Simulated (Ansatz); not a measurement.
# SiGe: do energies and stresses tell the same story?

Theory: Ansatz 0.2.0, DFT r2SCAN, scalar-relativistic, plane waves, PAW.

Cutoff 500 eV; k points 12×12×4 on the computed 4-atom cell (Γ-centred); Gaussian smearing, width 0.02 eV; no spin polarisation.

Relaxed cell: P6_3mc, a = 3.904 Å, b = 3.904 Å, c = 6.454 Å, α = 90.00°, β = 90.00°, γ = 120.00°, 4 atoms in the primitive cell. Whether it is the stable form of this composition wasn't checked.

Energies at zero smearing and pressures from the stress tensor, at volumes with shape and atoms relaxed:
| V (Å³/atom) | E − E(first) (meV/atom) | P (GPa) |
| --- | --- | --- |
| 18.744 | 0.00 | 14.25 |
| 19.383 | -47.66 | 9.77 |
| 20.022 | -78.87 | 5.97 |
| 20.661 | -96.07 | 2.74 |
| 21.300 | -101.38 | 0.00 |
| 21.939 | -96.59 | -2.33 |
| 22.578 | -83.23 | -4.31 |
| 23.430 | -54.36 | -6.47 |

Check P = −dE/dV between neighbouring volumes, and get the bulk modulus from the pressures alone.

With 1 eV/Å³ = 160.2 GPa:
| middle V (Å³/atom) | −ΔE/ΔV (GPa) | mean P (GPa) |
| --- | --- | --- |
| 19.064 | 11.951 | 12.010 |
| 19.703 | 7.824 | 7.874 |
| 20.342 | 4.313 | 4.357 |
| 20.981 | 1.332 | 1.367 |
| 21.620 | -1.203 | -1.169 |
| 22.259 | -3.348 | -3.320 |
| 23.004 | -5.429 | -5.387 |

The two differ by 0.06 GPa at most. The mean of two end pressures misses the average over a step by about ΔV² P″/12, up to 0.06 GPa here; with that taken off 0.00 GPa remains. Around V = 21.300 Å³/atom, the two neighbours give B = −V ΔP/ΔV = 21.300 × 5.07 / 1.278 = 84.5 GPa, against B0 = 84.0 GPa from the Birch–Murnaghan fit of the energies.